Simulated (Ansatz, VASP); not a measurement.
Two plane-wave programs on Ag

The input INCAR:

```
  PREC = Accurate
  ENCUT = 520
  EDIFF = 1E-7
  ISMEAR = -1
  SIGMA = 0.05
  LREAL = F
  LASPH = T
  NELM = 80
  ALGO = Normal
  ISIF = 2
  LWAVE = F
  LCHARG = F
  GGA = PS
  NBANDS = 12
```

File KPOINTS:

```
Automatic mesh
0
Gamma
  16 16 16
```

POSCAR

```
Ag
1.0
    2.1594208319      0.0000000000      0.0000000000
    0.0000000000      2.1594208319      0.0000000000
    0.0000000000      0.0000000000      2.1594208319
Ag
1
Direct
    0.0000000000      0.0000000000      0.0000000000
```

Input for Ansatz:

```yaml
crystal:
  lattice:
    - [2.1594208319, 0.0, 0.0]
    - [0.0, 2.1594208319, 0.0]
    - [0.0, 0.0, 2.1594208319]
  atoms:
    - { symbol: Ag, position: [0.0, 0.0, 0.0] }
kpoints:
  mp_grid: { grid: [16, 16, 16] }
scf:
  occupations: { method: fermi_dirac, width: 0.05 }
hamiltonian:
  xc: pbesol
  pseudopotentials: { kind: paw }
output:
  forces: true
  stress: true
  eigenvalues: true
  populations: true
  write_density: true
  write_potential: true
  elf: true
  volumetric_format: npy
```

Change from the starting cell: volume scaled by 0.52, PAW files.

Alike in both runs: task single point; functional PBEsol; k mesh 16 × 16 × 16; occupations fermi-dirac, width 0.05 eV; no spin polarisation.

|  | VASP | Ansatz |
| --- | --- | --- |
| version | VASP 6.6.1 | Ansatz 0.2.0 |
| potentials or method | VASP PAW PBE potentials, release 64 (Ag) | PAW with Ansatz's default frozen-core files, scalar-relativistic |
| plane-wave cutoff (eV) | 520 | 420 |
| valence electrons in the cell | 11 | 19 |

Ansatz gave:

| Quantity | Value |
| --- | --- |
| pressure (GPa) | 340.0 |

Question: Estimate VASP's values.

Answer: Pressure (GPa): 335.3.

With one functional, cell and mesh, what is left measures potentials, basis and numerics. The two sets of potentials don't hold the same shells in valence.

Caveats: the cell as given lies far from equilibrium; so large a pressure means that the cell lies far from this level's equilibrium, or that cutoff or potentials fall short (VASP); the potentials were made for another functional, which shifts forces and pressure (VASP).
